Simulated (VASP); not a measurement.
A calculation with VASP 6.6.1 of MnO2 (ASE script, Cartesian positions):

The input run.py:

```python
from ase.calculators.vasp import Vasp
from ase.dft.bandgap import bandgap
from ase.io import read

atoms = read('MnO2.xyz')
atoms.set_initial_magnetic_moments([4.0, 0.0, 0.0])
calc = Vasp(
    directory='calc',
    xc='pbe',
    pp='PBE',
    setups='recommended',
    pp_version='54',
    prec='Accurate',
    encut=520,
    ediff=1e-06,
    ismear=0,
    sigma=0.05,
    lreal=False,
    lasph=True,
    nelm=150,
    algo='Fast',
    isif=2,
    lwave=False,
    lcharg=False,
    ispin=2,
    lorbit=11,
    lmaxmix=4,
    kpts=[11, 11, 6],
    gamma=True,
)
atoms.calc = calc

print('energy (eV):', atoms.get_potential_energy())
print('free energy (eV):', atoms.get_potential_energy(force_consistent=True))
print('forces (eV/A):')
print(atoms.get_forces())
print('stress (eV/A^3, Voigt):', atoms.get_stress())
print('Fermi level (eV):', calc.get_fermi_level())
print('moment (muB):', atoms.get_magnetic_moment())
print('site moments (muB):', atoms.get_magnetic_moments())
gap, top, bottom = bandgap(calc)
print('band gap (eV):', gap, 'from (spin, k, band)', top, 'to', bottom)
```

Contents of MnO2.xyz:

```xyz
3
Lattice="2.8565781804 0.0000000000 0.0000000000 -1.4282890902 2.4738692722 0.0000000000 0.0000000000 0.0000000000 4.6013740589" Properties=species:S:1:pos:R:3 pbc="T T T"
Mn     0.0000000000      0.0000000000      2.3006870294
O     -0.0000000001      1.6492461815      3.2499163096
O      1.4282890903      0.8246230907      1.3514577493
```

Potentials or basis: VASP PAW PBE potentials, release 54 (Mn_pv, O).

Command:

```bash
$ python run.py
```

Measurements of this composition are mostly on another form, of space group No. 136.

**Question.** Write the same calculation in another form: native input, structure from a POSCAR.

**Answer.** As run:

File INCAR:

```
PREC = Accurate ; ENCUT = 520
EDIFF = 1E-7 ; ISMEAR = 0
SIGMA = 0.05 ; LREAL = F
LASPH = T ; NELM = 150
ALGO = Fast ; ISIF = 2
LWAVE = F ; LCHARG = F
ISPIN = 2 ; MAGMOM = 4 0 0
LORBIT = 11 ; LMAXMIX = 4
GGA = PE
```

File KPOINTS:

```
regular mesh
0
Gamma
  11 11 6
```

Contents of POSCAR:

```
MnO2
1.0
    2.8565781804      0.0000000000      0.0000000000
   -1.4282890902      2.4738692722      0.0000000000
    0.0000000000      0.0000000000      4.6013740589
Mn O
1 2
Direct
    0.0000000000      0.0000000000      0.5000000000
    0.3333333333      0.6666666667      0.7062925700
    0.6666666667      0.3333333333      0.2937074300
```

Potentials or basis: VASP PAW PBE potentials, release 54 (Mn_pv, O).

Command:

```console
$ cat potpaw_PBE.54/Mn_pv/POTCAR potpaw_PBE.54/O/POTCAR > POTCAR
$ mpirun -np 1 vasp_std > vasp.out
```

Both were run:

|  | ASE script, Cartesian positions | native input, structure from a POSCAR |
| --- | --- | --- |
| Pressure | 5.8 GPa | 5.8 GPa |
| Largest force | 0.310 eV/Å | 0.310 eV/Å |
| Band gap on the k mesh | 0.81 eV, indirect (least direct gap 0.87 eV) | 0.81 eV, indirect (least direct gap 0.87 eV) |
| Net moment | 3.00 μB per cell | 3.00 μB per cell |
| Site moments | Mn +2.83; O +0.04 μB | Mn +2.83; O +0.04 μB |
| Valence electrons inside the program's atomic spheres | Mn 11.75; O 5.00 | Mn 11.75; O 5.00 |

Keys that steer only the numerical path or the files written may differ.

Caveat: an odd mesh through Γ misses points on the zone boundary, where band edges often lie; a cell with one magnetic atom can't hold antiferromagnetic order, which such compounds often take.
